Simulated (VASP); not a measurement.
# Si under changes of volume

One of the cells (19.913 Å³/atom); the others are scaled copies at fixed shape and fractional positions:

```
Si
1.0
     4.14824    0.00000    0.00000
    -2.07412    3.59249    0.00000
     0.00000    0.00000    2.67237
Si
2
Direct
  0.33333 0.66667 0.50000
  0.66667 0.33333 0.50000
```

The cell was built by a generator and needn't be a form met in nature.

| Item | Value |
| --- | --- |
| Program | VASP 6.6.1 |
| Functional | r2SCAN |
| Potentials or basis | VASP PAW PBE potentials, release 64 (Si) |
| Cutoff | 520 eV |
| k mesh | 8 × 8 × 10 |
| Occupations | fermi-dirac, width 0.05 eV |
| Spin | no spin polarisation |

| volume (Å³/atom) | energy over the lowest point (meV/atom) | pressure (GPa) |
| --- | --- | --- |
| 18.351 | 12.34 | 4.7 |
| 18.741 | 3.67 | 2.5 |
| 19.132 | 0.00 | 0.6 |
| 19.913 | ? | ? |
| 20.303 | 14.30 | -4.2 |
| 20.693 | 26.22 | -5.5 |

Question: What does the run at 19.913 Å³/atom give?

Answer: Energy over the lowest point 5.71 meV/atom; pressure -2.8 GPa.

Worked out: A Birch-Murnaghan fit of order 3 (a polynomial in V^(-2/3)) to the other rows has its minimum at 19.25 Å³/atom with B0 = V·E''(V) = 88 GPa and B' = 3.9 at fixed shape and positions, which overstates the stiffness. It gives 5.72 meV/atom at 19.913 Å³/atom, against the run's 5.71, and -dE/dV = -2.8 GPa, against -2.8.

Energies are extrapolated to zero smearing.

Caveats: the PAW data sets were made with another functional, which shifts forces and pressure a little.
